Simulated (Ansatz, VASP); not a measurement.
# Two plane-wave programs on Ga

Contents of INCAR:

```
ALGO     = Fast           # electronic algorithm
EDIFF    = 1E-6           # SCF threshold, eV
ENCUT    = 520            # plane-wave cutoff, eV
GGA      = PE             # functional
ISIF     = 2              # what is computed and relaxed
ISMEAR   = 0              # smearing method
LASPH    = T              # aspherical terms in the spheres
LCHARG   = T              # write CHGCAR
LELF     = T              # ELF
LREAL    = Auto         
LVHAR    = T            
LWAVE    = F              # write WAVECAR
NBANDS   = 146            # bands
NELM     = 100            # most SCF steps
PREC     = Accurate       # precision mode
SIGMA    = 0.1            # smearing width, eV
```

Contents of KPOINTS:

```
k-points
0
Gamma
  2 2 4
```

File POSCAR:

```
Ga
1.0
    5.2863807023     -6.7593013029      0.0000000000
    5.2863807023      6.7593013029      0.0000000000
    0.0000000000      0.0000000000      5.1106671900
Ga
20
Direct
    0.7795402000      0.6742105800      0.2500000000
    0.6048795800      0.3951204200      0.5000911900
    0.2204598000      0.3257894200      0.7500000000
    0.3634398600      0.0882572000      0.7500000000
    0.0845596100      0.6632875200      0.2500000000
    0.9154403900      0.3367124800      0.7500000000
    0.3367124800      0.9154403900      0.2500000000
    0.9886010700      0.0113989300      0.2500000000
    0.6365601400      0.9117428000      0.2500000000
    0.9117428000      0.6365601400      0.7500000000
    0.6048795800      0.3951204200      0.9999088100
    0.2158331900      0.7841668100      0.7500000000
    0.6742105800      0.7795402000      0.7500000000
    0.7841668100      0.2158331900      0.2500000000
    0.3951204200      0.6048795800      0.0000911900
    0.6632875200      0.0845596100      0.7500000000
    0.0113989300      0.9886010700      0.7500000000
    0.3257894200      0.2204598000      0.2500000000
    0.3951204200      0.6048795800      0.4999088100
    0.0882572000      0.3634398600      0.2500000000
```

Input for Ansatz:

```yaml
crystal:
  lattice:
    - [5.2863807023, -6.7593013029, 0.0]
    - [5.2863807023, 6.7593013029, 0.0]
    - [0.0, 0.0, 5.11066719]
  atoms:
    - { symbol: Ga, position: [0.7795402, 0.67421058, 0.25] }
    - { symbol: Ga, position: [0.60487958, 0.39512042, 0.50009119] }
    - { symbol: Ga, position: [0.2204598, 0.32578942, 0.75] }
    - { symbol: Ga, position: [0.36343986, 0.0882572, 0.75] }
    - { symbol: Ga, position: [0.08455961, 0.66328752, 0.25] }
    - { symbol: Ga, position: [0.91544039, 0.33671248, 0.75] }
    - { symbol: Ga, position: [0.33671248, 0.91544039, 0.25] }
    - { symbol: Ga, position: [0.98860107, 0.01139893, 0.25] }
    - { symbol: Ga, position: [0.63656014, 0.9117428, 0.25] }
    - { symbol: Ga, position: [0.9117428, 0.63656014, 0.75] }
    - { symbol: Ga, position: [0.60487958, 0.39512042, 0.99990881] }
    - { symbol: Ga, position: [0.21583319, 0.78416681, 0.75] }
    - { symbol: Ga, position: [0.67421058, 0.7795402, 0.75] }
    - { symbol: Ga, position: [0.78416681, 0.21583319, 0.25] }
    - { symbol: Ga, position: [0.39512042, 0.60487958, 9.119e-05] }
    - { symbol: Ga, position: [0.66328752, 0.08455961, 0.75] }
    - { symbol: Ga, position: [0.01139893, 0.98860107, 0.75] }
    - { symbol: Ga, position: [0.32578942, 0.2204598, 0.25] }
    - { symbol: Ga, position: [0.39512042, 0.60487958, 0.49990881] }
    - { symbol: Ga, position: [0.0882572, 0.36343986, 0.25] }
basis:
  ecutwfc: 420
kpoints:
  mp_grid: { grid: [2, 2, 4] }
hamiltonian:
  xc: pbe
scf:
  occupations: { method: gaussian, width: 0.1 }
  lower_state_search: "off"
output:
  forces: true
  stress: true
  eigenvalues: true
```

Alike in both runs: task single point; functional PBE; k mesh 2 × 2 × 4; occupations gaussian, width 0.1 eV; no spin polarisation.

|  | VASP | Ansatz |
| --- | --- | --- |
| version | VASP 6.6.1 | Ansatz 0.2.0 |
| potentials or method | VASP PAW PBE potentials, release 64 (Ga_d) | scalar-relativistic, plane waves, PAW |
| plane-wave cutoff (eV) | 520 | 420 |
| valence electrons in the cell | 260 | 260 |

|  | VASP | Ansatz | Ansatz less VASP |
| --- | --- | --- | --- |
| gap on the k mesh at the Fermi level (eV) | none | none | - |
| pressure (GPa) | 3.4 | 3.3 | -0.12 |
| largest component of the traceless stress (GPa) | 0.68 | 0.67 | -0.018 |
| rms of the force components (eV/Å) | 0.103 | 0.102 | -0.0013 |

Atom by atom the forces differ by 0.002 eV/Å (rms over components). A gap of «none» marks a metal or a gap that the smearing closes.

Caveats: the k mesh is coarse (spacing up to 0.38 Å⁻¹), so the values aren't converged.
